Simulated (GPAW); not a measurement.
Input of a GPAW 26.7.0 run:

Contents of Cr.xyz:

```xyz
2
Lattice="2.7140000000 0.0000000000 0.0000000000 -1.3570000000 2.3503929459 0.0000000000 0.0000000000 0.0000000000 4.4100000000" Properties=species:S:1:pos:R:3 pbc="T T T"
Cr     1.3570000001      0.7834643152      3.3075000000
Cr    -0.0000000001      1.5669286307      1.1025000000
```

Potentials or basis: GPAW PAW data sets (gpaw-data 1.2.1), pw.

The run is started by

```console
$ OMP_NUM_THREADS=1 gpaw run Cr.xyz -p 'mode=PW(600),xc=PBE,kpts={size:(11,11,6),gamma:True},occupations={name:fermi-dirac,width:0.05},nbands=17,convergence={density:1e-05,energy:1e-05},maxiter=150,txt=gpaw.txt' --properties efsMm -w gs.gpw --modify 'atoms.set_initial_magnetic_moments([3.0, 3.0])'
```

Q: What does it give for the net moment?

A: 1.93 μB per cell.

Q: What does it give for the pressure?

A: -25.4 GPa.

Q: Estimate the band gap on the k mesh.

A: None (metal or under the smearing width).

Stress tensor (GPa, compression positive):
```
-26.35   0.00   0.00
  0.00 -26.35   0.00
  0.00   0.00 -23.37
```

Caveat: so large a pressure means that the cell lies far from this level's equilibrium, or that cutoff or potentials fall short.
